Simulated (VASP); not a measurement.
# KCl (Sylvite) (Fm-3m) in VASP: further runs, part 2 of 2

VASP 6.6.1.

### Step 3. Single point, r2SCAN (volume changed by -3%)

POSCAR reads:

```
KCl
1.0
    0.0000000000      3.1130788205      3.1130788205
    3.1130788205      0.0000000000      3.1130788205
    3.1130788205      3.1130788205      0.0000000000
K Cl
1 1
Direct
    0.0000000000      0.0000000000      0.0000000000
    0.5000000000      0.5000000000      0.5000000000
```

INCAR.step1 reads:

```
SYSTEM = KCl
PREC     = Accurate       ! precision mode
ENCUT    = 520            ! plane-wave cutoff, eV
ISMEAR   = 0              ! smearing method
SIGMA    = 0.01           ! smearing width, eV
LREAL    = .FALSE.        ! projectors in reciprocal space
LASPH    = .TRUE.         ! aspherical terms in the spheres
NELM     = 100            ! most SCF steps
NBANDS   = 15             ! bands
GGA      = PE             ! functional
ALGO     = Normal         ! electronic algorithm
EDIFF    = 1E-4           ! SCF threshold, eV
LWAVE    = .TRUE.         ! write WAVECAR
LCHARG   = .FALSE.        ! write CHGCAR
```

INCAR.step2 reads:

```
SYSTEM = KCl
PREC     = Accurate       ! precision mode
ENCUT    = 520            ! plane-wave cutoff, eV
EDIFF    = 1E-6           ! SCF threshold, eV
ISMEAR   = 0              ! smearing method
SIGMA    = 0.01           ! smearing width, eV
LREAL    = .FALSE.        ! projectors in reciprocal space
LASPH    = .TRUE.         ! aspherical terms in the spheres
NELM     = 100            ! most SCF steps
ALGO     = Normal         ! electronic algorithm
ISIF     = 2              ! what is computed and relaxed
LWAVE    = .FALSE.        ! write WAVECAR
LCHARG   = .FALSE.        ! write CHGCAR
METAGGA  = R2SCAN         ! meta-GGA
LMIXTAU  = .TRUE.       
NBANDS   = 15             ! bands
ISTART   = 1
```

KPOINTS reads:

```
Automatic mesh
0
G
  6 6 6
  0 0 0
```

Potentials or basis: VASP PAW PBE potentials, release 64 (K_sv, Cl).

Command:

```sh
> cat potpaw_PBE.64/K_sv/POTCAR potpaw_PBE.64/Cl/POTCAR > POTCAR
> cp INCAR.step1 INCAR
> mpirun -np 1 vasp_std > vasp.out
> cp INCAR.step2 INCAR
> mpirun -np 1 vasp_std > vasp.out
```

OUTCAR:

```text
SYSTEM = KCl
   PREC = Accurate
   ENCUT = 520
   EDIFF = 1E-6
   ISMEAR = 0
   LREAL = .FALSE.
   LASPH = .TRUE.
   NELM = 100
   ISIF = 2
   METAGGA = R2SCAN
   ISTART = 1

 ion  position               nearest neighbor table
   1  0.000  0.000  0.000-   2 3.11   2 3.11   2 3.11   2 3.11   2 3.11   2 3.11
   2  0.500  0.500  0.500-   1 3.11   1 3.11   1 3.11   1 3.11   1 3.11   1 3.11

  LATTYP: Found a face centered cubic cell.
 ALAT       =     6.2261576410

  Lattice vectors:

[... 466 lines left out ...]

  FORCE on cell =-STRESS in cart. coord.  units (eV):
  Direction    XX          YY          ZZ          XY          YZ          ZX
  --------------------------------------------------------------------------------------
  -------------------------------------------------------------------------------------
  Total        0.2466360      0.2466360      0.2466360      0.0000000     -0.0000000      0.0000000
  in kB        6.5488742      6.5488742      6.5488742      0.0000000     -0.0000000      0.0000000
  external PRESSURE =       6.5488742 kB  Pullay stress =       0.0000000 kB

 VOLUME and BASIS-vectors are now :
 -----------------------------------------------------------------------------
  energy-cutoff  :      520.00
  volume of cell :       60.34
      direct lattice vectors                 reciprocal lattice vectors
     0.000000000  3.113078821  3.113078821    -0.160612702  0.160612702  0.160612702
     3.113078821  0.000000000  3.113078821     0.160612702 -0.160612702  0.160612702
     3.113078821  3.113078821  0.000000000     0.160612702  0.160612702 -0.160612702

 POSITION                                       TOTAL-FORCE (eV/Angst)
 -----------------------------------------------------------------------------------
      0.00000      0.00000      0.00000         0.000000      0.000000      0.000000
      3.11308      3.11308      3.11308        -0.000000     -0.000000     -0.000000
 -----------------------------------------------------------------------------------
    total drift:                                0.000000      0.000000      0.000000

  FREE ENERGIE OF THE ION-ELECTRON SYSTEM (eV)
  ---------------------------------------------------
  free  energy   TOTEN  =       -16.5020633421 eV

  energy  without entropy=      -16.5020633421  energy(sigma->0) =      -16.50206334
```

OSZICAR.step1:

```text
N       E                     dE             d eps       ncg     rms          rms(c)
DAV:   1     0.104628801664E+03    0.10463E+03   -0.69858E+03   480   0.949E+02
DAV:   2    -0.647546181202E+00   -0.10528E+03   -0.96800E+02   635   0.244E+02
DAV:   3    -0.685364505114E+01   -0.62061E+01   -0.61769E+01   634   0.520E+01
DAV:   4    -0.707131748969E+01   -0.21767E+00   -0.21762E+00   744   0.892E+00
DAV:   5    -0.707289841434E+01   -0.15809E-02   -0.15809E-02   662   0.836E-01    0.349E+00
DAV:   6    -0.679052165481E+01    0.28238E+00   -0.40833E-01   606   0.328E+00    0.286E+00
DAV:   7    -0.677657881841E+01    0.13943E-01   -0.10388E-01   634   0.184E+00    0.163E+00
DAV:   8    -0.678842519181E+01   -0.11846E-01   -0.15687E-02   622   0.948E-01    0.186E-01
DAV:   9    -0.678905675935E+01   -0.63157E-03   -0.81980E-04   641   0.179E-01    0.959E-02
DAV:  10    -0.678963992249E+01   -0.58316E-03   -0.61486E-04   522   0.154E-01    0.213E-02
DAV:  11    -0.678964420894E+01   -0.42865E-05   -0.17792E-05   499   0.281E-02
   1 F= -.67896442E+01 E0= -.67896442E+01  d E =-.230210E-13
```

Wall time 56 s (1 thread of Intel Xeon 6975P-C, shared host); peak memory 0.21 GiB.

What came out:

| Property | Result |
| --- | --- |
| Free energy | -16.5021 eV |
| Pressure | 0.7 GPa |
| Band gap on the k mesh | 5.95 eV, direct |

Caveat: the cell differs from its parent crystal (volume changed by -3%); the PAW data sets were made with another functional, which shifts forces and pressure a little.

### Step 4. Single point, r2SCAN

This run uses another cell than the first one, of 31.10 Å³/atom, 1.064 times its volume.

POSCAR reads:

```
KCl
1.0
    0.0000000000      3.1448471251      3.1448471251
    3.1448471251      0.0000000000      3.1448471251
    3.1448471251      3.1448471251      0.0000000000
K Cl
1 1
Direct
    0.0000000000      0.0000000000      0.0000000000
    0.5000000000      0.5000000000      0.5000000000
```

INCAR.step1 reads:

```
SYSTEM = KCl
  PREC = Accurate
  ENCUT = 520
  ISMEAR = 0
  SIGMA = 0.01
  LREAL = .False.
  LASPH = .True.
  NELM = 100
  NBANDS = 15
  GGA = PE
  ALGO = Normal
  EDIFF = 1E-4
  LWAVE = .True.
  LCHARG = .False.
```

INCAR.step2 reads:

```
SYSTEM = KCl
  PREC = Accurate
  ENCUT = 520
  EDIFF = 1E-7
  ISMEAR = 0
  SIGMA = 0.01
  LREAL = .False.
  LASPH = .True.
  NELM = 100
  ALGO = Normal
  ISIF = 2
  LWAVE = .False.
  LCHARG = .False.
  METAGGA = R2SCAN
  LMIXTAU = .True.
  NBANDS = 15
  ISTART = 1
```

KPOINTS reads:

```
regular mesh
0
Gamma
  6 6 6
  0 0 0
```

Potentials or basis: VASP PAW PBE potentials, release 64 (K_sv, Cl).

Command:

```sh
> cat potpaw_PBE.64/K_sv/POTCAR potpaw_PBE.64/Cl/POTCAR > POTCAR
> cp INCAR.step1 INCAR
> mpirun -np 1 vasp_std > vasp.out
> cp INCAR.step2 INCAR
> mpirun -np 1 vasp_std > vasp.out
```

OUTCAR:

```text
SYSTEM = KCl
   PREC = Accurate
   ENCUT = 520
   EDIFF = 1E-7
   ISMEAR = 0
   LREAL = .False.
   LASPH = .True.
   NELM = 100
   ISIF = 2
   METAGGA = R2SCAN
   ISTART = 1

 ion  position               nearest neighbor table
   1  0.000  0.000  0.000-   2 3.14   2 3.14   2 3.14   2 3.14   2 3.14   2 3.14
   2  0.500  0.500  0.500-   1 3.14   1 3.14   1 3.14   1 3.14   1 3.14   1 3.14

  LATTYP: Found a face centered cubic cell.
 ALAT       =     6.2896942502

  Lattice vectors:

 A1 = (   0.0000000000,   3.1448471251,   3.1448471251)
 A2 = (   3.1448471251,   0.0000000000,   3.1448471251)
 A3 = (   3.1448471251,   3.1448471251,   0.0000000000)

Analysis of symmetry for initial positions (statically):
=====================================================================
 Subroutine PRICEL returns:
 Original cell was already a primitive cell.

 Routine SETGRP: Setting up the symmetry group for a
 face centered cubic supercell.

 Subroutine GETGRP returns: Found 48 space group operations
 (whereof 48 operations were pure point group operations)
 out of a pool of 48 trial point group operations.

The static configuration has the point symmetry O_h .

Analysis of symmetry for dynamics (positions and initial velocities):
=====================================================================
 Subroutine PRICEL returns:
 Original cell was already a primitive cell.

 Routine SETGRP: Setting up the symmetry group for a
 face centered cubic supercell.

 Subroutine GETGRP returns: Found 48 space group operations
 (whereof 48 operations were pure point group operations)
 out of a pool of 48 trial point group operations.

The dynamic configuration has the point symmetry O_h .

 Subroutine INISYM returns: Found 48 space group operations
 (whereof 48 operations are pure point group operations),
 and found     1 'primitive' translations

----------------------------------------------------------------------------------------

                                     Primitive cell

  volume of cell :      62.2055

[... 109 lines left out ...]
   LRPA    =     F    only Hartree local field effects (RPA)
 non-spin polarized calculation
 Gauss-broadening in eV      SIGMA  =   0.01
  energy-cutoff  :      520.00
  volume of cell :       62.21
 maximum number of plane-waves:      1694
 NGX is ok and might be reduce to    36
   NGX = 17   NGY = 17   NGZ = 17

 number of electron      16.0000001 magnetization

 Free energy of the ion-electron system (eV)
  ---------------------------------------------------
  ext. energy  EPLUGINS =         0.00000000
  ---------------------------------------------------
  free energy    TOTEN  =       -16.50648769 eV

  energy without entropy =      -16.50648769  energy(sigma->0) =      -16.50648769

 E-fermi :  -2.2145     XC(G=0):  -7.9603

 val. band max:       -2.2581009865   @ k =   0.0000   0.0000   0.0000
 cond. band min:       3.5770506591   @ k =   0.0000   0.0000   0.0000
 fundamental gap:      5.8351516456
 Fermi energy:        -2.2144785386

 k-point     1 :       0.0000    0.0000    0.0000
  band No.  band energies     occupation
      1     -30.5230      2.00000
      2     -14.9300      2.00000
      3     -13.2143      2.00000
      4     -13.2143      2.00000
      5     -13.2143      2.00000
      6      -2.2581      2.00000
      7      -2.2581      2.00000
      8      -2.2581      2.00000
      9       3.5771      0.00000
     10       6.7765      0.00000
     11       6.7765      0.00000
     12       6.7765      0.00000
     13       7.8204      0.00000
     14       7.8204      0.00000
[... 257 lines left out ...]
      2     -14.8935      2.00000
      3     -13.3326      2.00000
      4     -13.2902      2.00000
      5     -13.1661      2.00000
      6      -2.8393      2.00000
      7      -2.6777      2.00000
      8      -2.6213      2.00000
      9       5.5223      0.00000
     10       7.2603      0.00000
     11       7.7186      0.00000
     12       8.8237      0.00000
     13       9.5961      0.00000
     14      10.2764      0.00000
     15      10.8717      0.00000

------------------------ aborting loop because EDIFF is reached ----------------------------------------

  FORCE on cell =-STRESS in cart. coord.  units (eV):
  Direction    XX          YY          ZZ          XY          YZ          ZX
  --------------------------------------------------------------------------------------
  -------------------------------------------------------------------------------------
  Total        0.0015978      0.0015978      0.0015978      0.0000000      0.0000000      0.0000000
  in kB        0.0411533      0.0411533      0.0411533      0.0000000      0.0000000      0.0000000
  external PRESSURE =       0.0411533 kB  Pullay stress =       0.0000000 kB

 VOLUME and BASIS-vectors are now :
 -----------------------------------------------------------------------------
  energy-cutoff  :      520.00
  volume of cell :       62.21
      direct lattice vectors                 reciprocal lattice vectors
     0.000000000  3.144847125  3.144847125    -0.158990240  0.158990240  0.158990240
     3.144847125  0.000000000  3.144847125     0.158990240 -0.158990240  0.158990240
     3.144847125  3.144847125  0.000000000     0.158990240  0.158990240 -0.158990240

 POSITION                                       TOTAL-FORCE (eV/Angst)
 -----------------------------------------------------------------------------------
      0.00000      0.00000      0.00000         0.000000     -0.000000     -0.000000
      3.14485      3.14485      3.14485        -0.000000      0.000000      0.000000
 -----------------------------------------------------------------------------------
    total drift:                                0.000000      0.000000      0.000000

  FREE ENERGIE OF THE ION-ELECTRON SYSTEM (eV)
  ---------------------------------------------------
  free  energy   TOTEN  =       -16.5064876888 eV

  energy  without entropy=      -16.5064876888  energy(sigma->0) =      -16.50648769
```

Run time: 86 s. Hardware: 1 thread of Intel Xeon 6975P-C, shared host; peak memory 0.22 GiB.

What came out:

- Free energy: -16.5065 eV
- Pressure: 0.0 GPa
- Band gap on the k mesh: 5.84 eV, direct

Caveat: the PAW data sets were made with another functional, which shifts forces and pressure a little.

### Step 5. Overview

| cell | gap on the mesh (eV) | pressure (GPa) |
| --- | --- | --- |
| a = 4.357 Å, angles 60.0°, 2 atoms | 6.06 | 1.4 |
| a = 4.403 Å, angles 60.0°, 2 atoms | 5.95 | 0.7 |
| a = 4.447 Å, angles 60.0°, 2 atoms | 5.84 | 0.0 |

Alike in all rows: task single point; level r2SCAN; potentials or basis VASP PAW PBE potentials, release 64 (K_sv, Cl); no spin polarisation; k mesh 6 × 6 × 6; cutoff (eV) 520; smearing gaussian 0.01 eV.

Caveats: the PAW data sets were made with another functional, which shifts forces and pressure a little.

Total energies depend on the potentials used, so only differences within one code and one set of settings carry meaning.

### Step 6. Against experiment

Step 4. Against the measured gap of KCl, 8.68 eV (a printed reference work, monograph), the calculated 5.84 eV is off by -2.84 eV. The value is that of r2SCAN, without temperature or zero-point motion.
